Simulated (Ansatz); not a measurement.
Consider the ligand exchange at the Si–C bond: `C=CCC[SiH3]` + `N[SiH2]F` → `F[SiH2]N[SiH3]` + `C=CCC`.

Isolated molecules relaxed with PBE0-D4/def2-TZVP in Ansatz; ΔE leaves out vibrations. CCSD(T)/CBS adds triple-zeta CCSD(T) − MP2 to the extrapolated MP2 energy (def2 sets, frozen cores). This one scheme is used for every species. Functionals use def2-TZVPP. B3LYP here is the variant with VWN-RPA as its local correlation; programs differ in this. Each species was taken in one conformer, which may not be the lowest.

(1) Is it downhill or uphill in electronic energy at CCSD(T)/CBS, and by how much? (An estimate is asked.)

(2) What do these levels give: PBE-D4, ωB97X-V, ωB97M-V, B2PLYP, PBE, PBE0, B3LYP, MP2/def2-TZVPP, SCS-MP2/def2-TZVPP, HF/def2-QZVPP, SCS-MP2/def2-QZVPP, HF/CBS(def2)? (An estimate is asked.)

Largest T1 diagnostic among the species: 0.011.

Results:

(1) The calculation gave: Downhill: ΔE = -14.8 kcal/mol.

(2) Ansatz gave: PBE-D4 -12.7, ωB97X-V -14.5, ωB97M-V -14.3, B2PLYP -15.7, PBE -13.3, PBE0 -14.0, B3LYP -15.7, MP2/def2-TZVPP -15.0, SCS-MP2/def2-TZVPP -15.8, HF/def2-QZVPP -18.7, SCS-MP2/def2-QZVPP -15.8, HF/CBS(def2) -18.7 kcal/mol.

In def2-TZVPP, CCSD(T) changes the Hartree–Fock value by +3.5 kcal/mol (the triples alone add +0.5 kcal/mol) and MP2 by +3.4 kcal/mol. The D4 term adds +0.9 kcal/mol with B3LYP and +0.6 kcal/mol with PBE0; it sums over pairs of atoms, weighted by their polarisabilities, and B3LYP, whose exchange is more repulsive, gets the larger term.
